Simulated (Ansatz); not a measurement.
Elastic constants of Mg₂Ge (Fm-3m) under pressure

```
Mg Ge
1.0
     0.00000    3.14375    3.14375
     3.14375    0.00000    3.14375
     3.14375    3.14375    0.00000
Mg Ge
2 1
Direct
  0.25000 0.25000 0.25000
  0.75000 0.75000 0.75000
  0.00000 0.00000 0.00000
```

This is the zero-pressure cell. At each pressure cell and atoms are relaxed in this structure, and the constants are slopes of the stress at strains of ±0.005 with relaxed ions (the coefficients that govern stability under load). Level: LDA, PAW on Ansatz 0.2.0's default frozen-core files (fitted under PBE), scalar-relativistic; k mesh 12×12×12, strains of ±0.005, Fermi-Dirac smearing of 0.100 eV, cutoff 420 eV. P is the pressure of the relaxed cell, less that of this one.

```tsv
P (GPa)	V/V₀	C11 (GPa)	C12 (GPa)	C44 (GPa)
0.00	1.0000	118.1	25.0	45.0
1.03	0.9825	124.0	28.4	47.1
2.01	0.9671	129.3	31.7	49.0
4.03	?	?	?	?
7.02	0.9035	154.7	48.0	56.8
10.03	0.8734	168.8	57.5	60.5
14.99	0.8324	190.5	73.1	65.4
```

**Question.** Does the bulk modulus from the constants agree with the pressure-volume curve?

**Answer.** A third-order Birch-Murnaghan fit to the volumes shown (F against f, f = [(V₀/V)^(2/3) − 1]/2) gives B₀ = 56.1 GPa and B′ = 4.1. Its −V dP/dV stands beside (C11 + 2C12)/3:

```
P (GPa)  from P(V)  from the constants
   0.00       56.1                56.0
   1.03       60.3                60.3
   2.01       64.2                64.2
   7.02       83.5                83.5
  10.03       94.7                94.6
  14.99      112.7               112.2
```

**Question.** What are the pressure derivatives at zero pressure?

**Answer.** Slopes at V₀ of quadratic fits in −ln(V/V₀) through the first four rows shown, divided by B₀: dC11/dP = 5.8, dC12/dP = 3.3, dC44/dP = 2.1. The mean slopes up to 2.0 GPa are 5.6, 3.3, 2.0; curvature and scatter of the constants part the two. The combination (dC11/dP + 2 dC12/dP)/3 = 4.1 stands against B′.

**Question.** Fill the row at 4.03 GPa.

**Answer.** Cubic fits in −ln(V/V₀) through all rows shown give C11 = 140.0, C12 = 38.3, C44 = 52.4 GPa. Computed: V/V₀ = 0.9388, C11 (GPa) = 140.0, C12 (GPa) = 38.3, C44 (GPa) = 52.4.

**Question.** Does a shear stiffness soften?

**Answer.** C44 goes from 45.0 to 65.4 GPa; (C11 − C12)/2 goes from 46.6 to 58.7 GPa. Neither ends more than 3 % under its start, and the lattice stays mechanically stable over this range.

Known limits: no other phase was computed; many crystals of this kind change structure within this range, and rows or crossings beyond such a change describe a metastable lattice; frozen-core PAW files fitted under PBE, their cores solved anew for the functional of the run; the gap is closed or tiny at this level, so small that the run used smearing; responses move with mesh and smearing; phonons weren't checked at these pressures.
